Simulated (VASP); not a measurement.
# Cd (R-3m) in VASP: settings compared

One crystal, Cd, is run at these levels: r2SCANh, PBE; tasks: atomic charges, single point.

Everything below comes from runs of VASP 6.6.1. Logs are shortened: lines on timing, memory, paths and dates and some standing lists are left out, and cuts for length are marked.

### 1 The crystal as given

Symmetry: R-3m, No. 166, trigonal system. The conventional cell has a = 3.216 Å, b = 3.216 Å, c = 7.348 Å, α = 90.00°, β = 90.00°, γ = 120.00°. Cd (site symmetry -3m) has 12 Cd at 3.07 to 3.22 Å as nearest neighbours.

This isn't the form of Cd at room conditions, which is hcp.

### 2 Atomic charges, r2SCANh (cell strained at random at fixed volume)

The input, POSCAR:

```
Cd
3.0859
    0.521875303801      0.296938008361      0.799654233773
   -0.511203214621      0.306849217408      0.788891085259
    0.013919440034     -0.607588709939      0.795713406138
Cd
1
Direct
   -0.0034890000     -0.0217740000     -0.0182090000
```

The input, INCAR.step1:

```
SYSTEM = Cd
ALGO = Normal
EDIFF = 1E-5
ENCUT = 520
GGA = PE
ISIF = 2
ISMEAR = 0
LASPH = .TRUE.
LREAL = .FALSE.
LWAVE = .TRUE.
NELM = 100
PREC = Accurate
SIGMA = 0.05
```

The input, INCAR.step2:

```
SYSTEM = Cd
AEXX = 0.1
ALGO = Normal
EDIFF = 1E-6
ENCUT = 520
HFRCUT = -1
ISIF = 2
ISMEAR = 0
ISTART = 1
LASPH = .TRUE.
LCHARG = .TRUE.
LELF = .TRUE.
LHFCALC = .TRUE.
LMIXTAU = .TRUE.
LORBIT = 11
LREAL = .FALSE.
LVHAR = .TRUE.
LWAVE = .FALSE.
METAGGA = R2SCAN
NELM = 100
PREC = Accurate
PRECFOCK = Normal
SIGMA = 0.05
```

The input, KPOINTS:

```
k-points
0
G
  5 5 5
  0 0 0
```

Potentials or basis: VASP PAW PBE potentials, release 64 (Cd).

On the command line:

```sh
cat potpaw_PBE.64/Cd/POTCAR > POTCAR
cp INCAR.step1 INCAR
mpirun -np 1 vasp_std > vasp.out
cp INCAR.step2 INCAR
mpirun -np 1 vasp_std > vasp.out
```

OUTCAR:

```text
SYSTEM = Cd
   AEXX = 0.1
   EDIFF = 1E-6
   ENCUT = 520
   ISIF = 2
   ISMEAR = 0
   ISTART = 1
   LASPH = .TRUE.
   LHFCALC = .TRUE.
   LORBIT = 11
   LREAL = .FALSE.
   METAGGA = R2SCAN
   NELM = 100
   PREC = Accurate
   PRECFOCK = Normal

 ion  position               nearest neighbor table
   1  0.997  0.978  0.982-

  LATTYP: Found a triclinic cell.
 ALAT       =     5.2811081138
 B/A-ratio  =     0.5843202090
 C/A-ratio  =     0.6161814381
 COS(alpha) =     0.0075606237
 COS(beta)  =     0.3193473181
 COS(gamma) =     0.8549517207

  Lattice vectors:

 A1 = (  -1.6534090000,   0.9586370000,  -4.9231450000)
 A2 = (  -1.6104550000,  -0.9163210000,  -2.4676530000)
 A3 = (  -1.6204760000,   2.8218640000,  -0.0210530000)

Analysis of symmetry for initial positions (statically):
=====================================================================
 Subroutine PRICEL returns:
 Original cell was already a primitive cell.

 Routine SETGRP: Setting up the symmetry group for a
 triclinic supercell.

 Subroutine GETGRP returns: Found  2 space group operations
 (whereof  1 operations were pure point group operations)
 out of a pool of  2 trial point group operations.

The static configuration has the point symmetry C_1 .
 The point group associated with its full space group is S_2 .

Analysis of symmetry for dynamics (positions and initial velocities):
=====================================================================
 Subroutine PRICEL returns:
 Original cell was already a primitive cell.

 Routine SETGRP: Setting up the symmetry group for a
 triclinic supercell.

 Subroutine GETGRP returns: Found  2 space group operations
 (whereof  1 operations were pure point group operations)
 out of a pool of  2 trial point group operations.

The dynamic configuration has the point symmetry C_1 .
 The point group associated with its full space group is S_2 .

 Subroutine INISYM returns: Found  2 space group operations
 (whereof  1 operations are pure point group operations),
 and found     1 'primitive' translations

----------------------------------------------------------------------------------------

                                     Primitive cell

  volume of cell :      21.9391

  direct lattice vectors                    reciprocal lattice vectors
     1.610455000  0.916321000  2.467653000     0.314032890  0.181327682  0.132964318
    -1.577522000  0.946906000  2.434439000    -0.313448254  0.175415959  0.139426808
     0.042954000 -1.874958000  2.455492000    -0.004827362 -0.356137691  0.135396141

  length of vectors
     3.085858197  3.051507804  3.089782114     0.386232953  0.385305595  0.381037365

  position of ions in fractional coordinates (direct lattice)
     0.996511000  0.978226000  0.981791000

  ion indices of the primitive-cell ions
   primitive index   ion index
                 1           1

----------------------------------------------------------------------------------------

 KPOINTS: k-points

Automatic generation of k-mesh.
 Grid dimensions read from file:
 generate k-points for:    5    5    5

 Generating k-lattice:

  Cartesian coordinates                     Fractional coordinates (reciprocal lattice)
     0.062806578  0.036265536  0.026592864     0.200000000  0.000000000  0.000000000
    -0.062689651  0.035083192  0.027885362     0.000000000  0.200000000  0.000000000
    -0.000965472 -0.071227538  0.027079228     0.000000000  0.000000000  0.200000000

  Length of vectors
     0.077246591  0.077061119  0.076207473

  Shift w.r.t. Gamma in fractional coordinates (k-lattice)
     0.000000000  0.000000000  0.000000000

 Subroutine IBZKPT returns following result:
 ===========================================

 Found     63 irreducible k-points:

 Following reciprocal coordinates:
            Coordinates               Weight
  0.000000  0.000000  0.000000      1.000000
  0.200000  0.000000  0.000000      2.000000
  0.400000  0.000000  0.000000      2.000000
  0.000000  0.200000  0.000000      2.000000
  0.200000  0.200000  0.000000      2.000000
  0.400000  0.200000  0.000000      2.000000
[... 16 lines left out ...]
 -0.200000  0.200000  0.200000      2.000000
 -0.000000  0.400000  0.200000      2.000000
 [... further k-points ...]
   k-points           NKPTS =     63   k-points in BZ     NKDIM =    125   number of bands    NBANDS=     10
   number of dos      NEDOS =    301   number of ions     NIONS =      1
   total plane-waves  NPLWV =  13824
   dimension x,y,z NGX =    24 NGY =   24 NGZ =   24
   dimension x,y,z NGXF=    48 NGYF=   48 NGZF=   48
   ions per type =               1
   NGX,Y,Z   is equivalent  to a cutoff of  12.93, 13.08, 12.91 a.u.
   NGXF,Y,Z  is equivalent  to a cutoff of  25.86, 26.15, 25.83 a.u.
 SYSTEM =  Cd
   PREC   = accura    normal or accurate (medium, high low for compatibility)
   ISTART =      1    job   : 0-new  1-cont  2-samecut
   ICHARG =      0    charge: 1-file 2-atom 10-const
   ISPIN  =      1    spin polarized calculation?
   LNONCOLLINEAR =      F non collinear calculations
   LSORBIT =      F    spin-orbit coupling
   LASPH  =      T    aspherical Exc in radial PAW
   ENCUT  =  520.0 eV  38.22 Ry    6.18 a.u.   5.74  5.67  5.74*2*pi/ulx,y,z
   NELM   =    100;   NELMIN=  2; NELMDL=  0     # of ELM steps
   EDIFF  = 0.1E-05   stopping-criterion for ELM
   LREAL  =      F    real-space projection
   EDIFFG = 0.1E-04   stopping-criterion for IOM
   NSW    =      0    number of steps for IOM
   IBRION =     -1    ionic relax: 0-MD 1-quasi-New 2-CG
   NFREE  =      0    steps in history (QN), initial steepest desc. (CG)
   ISIF   =      2    stress and relaxation
   ISYM   =      3    0-nonsym 1-usesym 2-fastsym
   POTIM  = 0.5000    time-step for ionic-motion
   TEBEG  =    0.0;   TEEND  =   0.0 temperature during run
   PSTRESS=    0.0 pullay stress
   NELECT =      12.0000    total number of electrons
   NUPDOWN=      -1.0000    fix difference up-down
   EMIN   =  10.00;   EMAX   =-10.00  energy-range for DOS
   EFERMI =   0.00;   METHOD = LEGACY
   ISMEAR =     0;   SIGMA  =   0.05  broadening in eV -4-tet -1-fermi 0-gaus
   EFERMI_NEDOS =   21; number of points for ismear=-14 and -15
   IALGO  =     38    algorithm
   IMIX   =      1    mixing-type and parameters
     AMIX     =   0.40;   BMIX     =  1.00
     AMIX_MAG =   1.60;   BMIX_MAG =  1.00
  volume/ion in A,a.u.               =      21.94       148.05
  Fermi-wavevector in a.u.,A,eV,Ry     =   1.338841  2.530043 24.388394  1.792496
  Thomas-Fermi vector in A             =   2.467280
   LORBIT       =     11    0 simple, 1 ext, 2 COOP (PROOUT), +10 PAW based schemes
   METAGGA = R2SCAN    functional components
   LHFCALC =     T    Hartree Fock is set to
   PRECFOCK=normal    Normal, Fast or Accurate (Low or Medium for compatibility)
   ENCUT4O =  -1.0   cutoff for four orbital integrals eV
   NKREDX  =     1    reduce k-point grid by
   NKREDY  =     1    reduce k-point grid by
   NKREDZ  =     1    reduce k-point grid by
   AEXX    =    0.1000 exact exchange contribution
   HFSCREEN=    0.0000 screening length (either q_TF or 0.3 A-1)
   HFSCREENC=   0.0000 screening length for correlation (either q_TF or 0.3 A-1)
   ENCUTFOCK=  -1.0 apply spherical cutoff to Coloumb kernel
   IVDW    =     0    specifies the selected vdW correction
   LEPSILON=     F    determine dielectric tensor
   LRPA    =     F    only Hartree local field effects (RPA)
 non-spin polarized calculation
 Gauss-broadening in eV      SIGMA  =   0.05
  energy-cutoff  :      520.00
  volume of cell :       21.94
 maximum number of plane-waves:       598
  NGX = 18; NGY = 18; NGZ = 18

 number of electron      11.9999997 magnetization

 Free energy of the ion-electron system (eV)
  ---------------------------------------------------
  ext. energy  EPLUGINS =         0.00000000
  ---------------------------------------------------
  free energy    TOTEN  =       -18.19602772 eV

  energy without entropy =      -18.19602300  energy(sigma->0) =      -18.19602536

 E-fermi :   2.7203     XC(G=0): -10.7014

 val. band max:        2.6047284372   @ k =  -0.4000  -0.0000   0.2000
 cond. band min:       2.8376064411   @ k =  -0.4000  -0.0000   0.4000
 fundamental gap:      0.2328780038
 Fermi energy:         2.7202559257

 k-point     1 :       0.0000    0.0000    0.0000
  band No.  band energies     occupation
      1      -7.7545      2.00000
      2      -7.6833      2.00000
      3      -7.4872      2.00000
      4      -7.1714      2.00000
      5      -7.0995      2.00000
      6      -6.9781      2.00000
      7      17.1295      0.00000
      8      17.9704      0.00000
      9      18.3380      0.00000
     10      21.0122      0.00000

 k-point     2 :       0.2000    0.0000    0.0000
  band No.  band energies     occupation
      1      -7.8123      2.00000
      2      -7.6900      2.00000
      3      -7.3557      2.00000
      4      -7.1385      2.00000
      5      -7.0927      2.00000
      6      -5.7564      2.00000
      7      11.3179      0.00000
      8      16.7923      0.00000
      9      17.3137      0.00000
     10      19.7744      0.00000

 k-point     3 :       0.4000    0.0000    0.0000
  band No.  band energies     occupation
      1      -8.0882      2.00000
      2      -7.7671      2.00000
      3      -7.4118      2.00000
      4      -6.8945      2.00000
      5      -6.7867      2.00000
      6      -2.1706      2.00000
      7       3.9278      0.00000
      8      15.8873      0.00000
      9      16.4153      0.00000
     10      18.5180      0.00000
[... 248 lines left out ...]
 k-point    23 :      -0.2000    0.2000    0.2000
  band No.  band energies     occupation
      1      -7.8961      2.00000
      2      -7.6168      2.00000
      3      -7.3783      2.00000
      4      -7.2369      2.00000
      5      -6.8403      2.00000
      6      -2.5547      2.00000
      7       7.3897      0.00000
      8      12.1812      0.00000
      9      13.5527      0.00000
     10      14.5979      0.00000

 k-point    24 :      -0.0000    0.4000    0.2000
  band No.  band energies     occupation
      1      -8.0260      2.00000
      2      -7.6551      2.00000
      3      -7.2754      2.00000
      4      -7.2128      2.00000
      5      -6.7696      2.00000
      6      -2.3830      2.00000
      7       6.6670      0.00000
      8      13.1100      0.00000
      9      13.5854      0.00000
     10      16.1754      0.00000

 [... further k-points ...]

------------------------ aborting loop because EDIFF is reached ----------------------------------------

 total charge

# of ion       s       p       d       tot
------------------------------------------
    1        0.532   0.284   9.514  10.329

  FORCE on cell =-STRESS in cart. coord.  units (eV):
  Direction    XX          YY          ZZ          XY          YZ          ZX
  --------------------------------------------------------------------------------------
  -------------------------------------------------------------------------------------
  Total        0.2344499     -0.0364970     -0.0526167     -0.1276306      0.0408697     -0.0288347
  in kB       17.1215228     -2.6653219     -3.8425183     -9.3206693      2.9846558     -2.1057559
  external PRESSURE =       3.5378942 kB  Pullay stress =       0.0000000 kB

 VOLUME and BASIS-vectors are now :
 -----------------------------------------------------------------------------
  energy-cutoff  :      520.00
  volume of cell :       21.94
      direct lattice vectors                 reciprocal lattice vectors
     1.610455000  0.916321000  2.467653000     0.314032890  0.181327682  0.132964318
    -1.577522000  0.946906000  2.434439000    -0.313448254  0.175415959  0.139426808
     0.042954000 -1.874958000  2.455492000    -0.004827362 -0.356137691  0.135396141

  length of vectors
     3.085858197  3.051507804  3.089782114     0.386232953  0.385305595  0.381037365

 FORCES acting on ions
    electron-ion (+dipol)            ewald-force                    non-local-force                 convergence-correction
 -----------------------------------------------------------------------------------------------
   -.848E-05 0.173E-05 -.286E-04   0.223E-14 -.300E-14 -.874E-16   0.244E-20 0.339E-20 0.339E-20   0.148E-08 0.783E-09 0.684E-08
 -----------------------------------------------------------------------------------------------
   -.542E-05 0.280E-05 -.223E-04   0.223E-14 -.300E-14 -.874E-16   0.244E-20 0.339E-20 0.339E-20   0.148E-08 0.783E-09 0.684E-08

 POSITION                                       TOTAL-FORCE (eV/Angst)
 -----------------------------------------------------------------------------------
      0.10383     -0.00140      7.25125        -0.000000      0.000000     -0.000000
 -----------------------------------------------------------------------------------
    total drift:                               -0.000005      0.000003     -0.000022

--------------------------------------------------------------------------------------------------------

  FREE ENERGIE OF THE ION-ELECTRON SYSTEM (eV)
  ---------------------------------------------------
  free  energy   TOTEN  =       -18.1960277228 eV

  energy  without entropy=      -18.1960230038  energy(sigma->0) =      -18.19602536

--------------------------------------------------------------------------------------------------------

--------------------------------------------------------------------------------------------------------

 total charge

# of ion       s       p       d       tot
------------------------------------------
    1        0.532   0.284   9.514  10.329

=======================================================================
```

Run time: 13 min. Hardware: 1 thread of AMD EPYC 9R45 (Zen 5), shared host; peak memory 0.13 GiB.

What came out:

```
Free energy                                           : -18.1960 eV
Pressure                                              : 0.4 GPa
Band gap on the k mesh                                : none (metal or under the smearing width)
Valence electrons inside the program's atomic spheres : Cd 10.33
```

Caveat: the k mesh is coarse (spacing up to 0.49 Å⁻¹), so the values aren't converged, least of all with exact exchange; the PAW data sets were made with another functional, which shifts forces and pressure a little.

[end of part 1 of 2]
